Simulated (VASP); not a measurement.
## BN in VASP 6.6.1, single-point calculation

INCAR

```
ISIF = 2
MAGMOM = -3 3
ENCUT = 700
ISPIN = 2
LWAVE = .FALSE.
NSW = 0
LREAL = .FALSE.
PREC = Accurate
EDIFF = 1E-7
NELM = 120
NBANDS = 11
GGA = PE
ISMEAR = -4
LASPH = .TRUE.
SIGMA = 0.01
IBRION = -1
LCHARG = .FALSE.
```

KPOINTS

```
KPOINTS created by Atomic Simulation Environment
0
Gamma
12 12 12
0 0 0
```

POSCAR

```
B  N
 1.0000000000000000
     0.0000000000000000    1.7458259350000001    1.7283676755999999
     1.7458259350000001    0.0000000000000000    1.7283676755999999
     1.7458259350000001    1.7458259350000001    0.0000000000000000
 B   N
   1   1
Cartesian
  0.0000000000000000  0.0000000000000000  0.0000000000000000
  1.7458259350000001  1.7458259350000001  1.7283676755999999
```

The recommended PBE PAW datasets give the neutral cell 8 valence electrons.

Command

```
mpirun -np 1 vasp_std
```

OSZICAR

```
N       E                     dE             d eps       ncg     rms          rms(c)
DAV:   1     0.242240503694E+02    0.24224E+02   -0.59095E+03  7260   0.930E+02
DAV:   2    -0.115358194247E+02   -0.35760E+02   -0.34213E+02  8281   0.214E+02
DAV:   3    -0.123007240992E+02   -0.76490E+00   -0.76281E+00  8815   0.244E+01
DAV:   4    -0.123019391807E+02   -0.12151E-02   -0.12147E-02  8027   0.110E+00
DAV:   5    -0.123019402923E+02   -0.11115E-05   -0.11115E-05  8546   0.335E-02    0.117E+01
DAV:   6    -0.139184872139E+02   -0.16165E+01   -0.13235E+01  7806   0.173E+01    0.253E+00
DAV:   7    -0.139368029512E+02   -0.18316E-01   -0.29886E-01  8243   0.402E+00    0.161E+00
DAV:   8    -0.139350702559E+02    0.17327E-02   -0.12705E-02  7580   0.147E+00    0.868E-01
DAV:   9    -0.139455680531E+02   -0.10498E-01   -0.57938E-03  7592   0.111E+00    0.270E-01
DAV:  10    -0.139470028260E+02   -0.14348E-02   -0.50377E-04  8246   0.274E-01    0.674E-02
DAV:  11    -0.139470134644E+02   -0.10638E-04   -0.30899E-05  7867   0.502E-02    0.349E-02
DAV:  12    -0.139470184050E+02   -0.49406E-05   -0.57756E-06  7925   0.165E-02    0.998E-03
DAV:  13    -0.139470197917E+02   -0.13866E-05   -0.15111E-06  7784   0.117E-02    0.332E-03
DAV:  14    -0.139470198588E+02   -0.67114E-07   -0.21304E-07  7802   0.488E-03
   1 F= -.13947020E+02 E0= -.13947020E+02  d E =0.000000E+00  mag=    -0.0000
```

It converged. Results: pressure 7.8 GPa; magnetic moment of the cell 0.00 μB.

For comparison, a separate PBE run of the intended cell, on usual settings and not on those above, gives a gap of 1.11 eV on its mesh and a pressure of 8.0 GPa.

The run above took about 38 s on one core of a shared host (Intel Xeon Platinum 8488C) and held 0.18 GiB at most.
